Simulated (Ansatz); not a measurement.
# Se (fcc type): how the settings move a single-point run

Aim: see which settings change the result for Se (fcc type), by how much, and at what cost.

Method: reference: DFT, PBE, all-electron PAW with datasets made for the crystal, scalar-relativistic, in Ansatz 0.2.0.

1 further run of the same task is left out (it didn't finish).

## 1. The structure to begin with

Symmetry: Fm-3m, No. 225, cubic system. The conventional cell has a = 3.322 Å, b = 3.322 Å, c = 3.322 Å, α = 90.00°, β = 90.00°, γ = 90.00°. Se (site symmetry m-3m) has 12 Se at 2.35 Å as nearest neighbours.

Structure file:

```
Se
1.0
     0.00000    1.66109    1.66109
     1.66109    0.00000    1.66109
     1.66109    1.66109    0.00000
Se
1
Cartesian
  0.0000 0.0000 0.0000
```

## 2. The reference run

Input file input.yaml:

```yaml
crystal:
  lattice:
    - [0.0, 1.6610881089, 1.6610881089]
    - [1.6610881089, 0.0, 1.6610881089]
    - [1.6610881089, 1.6610881089, 0.0]
  atoms:
    - { symbol: Se, position: [0.0, 0.0, 0.0] }
kpoints:
  mp_grid: { grid: [15, 15, 15] }
scf:
  occupations: { method: fermi_dirac, width: 0.05 }
hamiltonian:
  xc: pbe
  pseudopotentials: { kind: all_electron, datasets: crystal }
output:
  forces: true
  stress: true
  eigenvalues: true
```

Launch:

```sh
ansatz run input.yaml --threads 1 --pin off --max-ram 2048MiB --backend cpu --events-out ev --progress --plain --runs-dir out
```

## 3. Changed: mp_grid.grid [12, 12, 12], dispersion d3bjatm

Changes to input.yaml since step 2:

```diff
@@ -8,3 +8,3 @@
 kpoints:
-  mp_grid: { grid: [15, 15, 15] }
+  mp_grid: { grid: [12, 12, 12] }
 scf:
@@ -14,2 +14,3 @@
   pseudopotentials: { kind: all_electron, datasets: crystal }
+  dispersion: d3bjatm
 output:
```

What does the calculation give? Wanted: for each run, ending; energy change; pressure; gap; force.

**Answer**, as computed:

```csv
run,ending,energy change,pressure (GPa),gap (eV),force (eV/Å),cycles,time
reference,converged,0,324.8,0.00,0.00,7,5.1 s
"1: mp_grid.grid [12, 12, 12], dispersion d3bjatm",converged,-846.8 meV/atom (offset of the dispersion model),310.2,0.00,0.00,7,4 s
```

Residual by cycle in the longest SCF loop of each run; runs are numbered as in the table. The quantity is the density residual dr2, in eV.

```csv
cycle,reference,run 1
1,0.0088,0.0083
2,0.00271,0.00269
3,2.2e-4,2.2e-4
4,6.2e-5,6.2e-5
5,1.0e-7,9.5e-8
6,1.2e-8,1.1e-8
7,2.6e-9,2.5e-9
```

**Reading.** The energy moves by -846.8 meV/atom, nearly all of it the dispersion term itself (-843.0 meV/atom); that offset belongs to the model and is no gain or loss of stability; the pressure goes from 324.8 to 310.2 GPa. Semilocal functionals close small gaps, so the missing gap need not be the real solid's. The structure is not at rest: the sound run finds 325 GPa, so these are no properties of the relaxed crystal. 
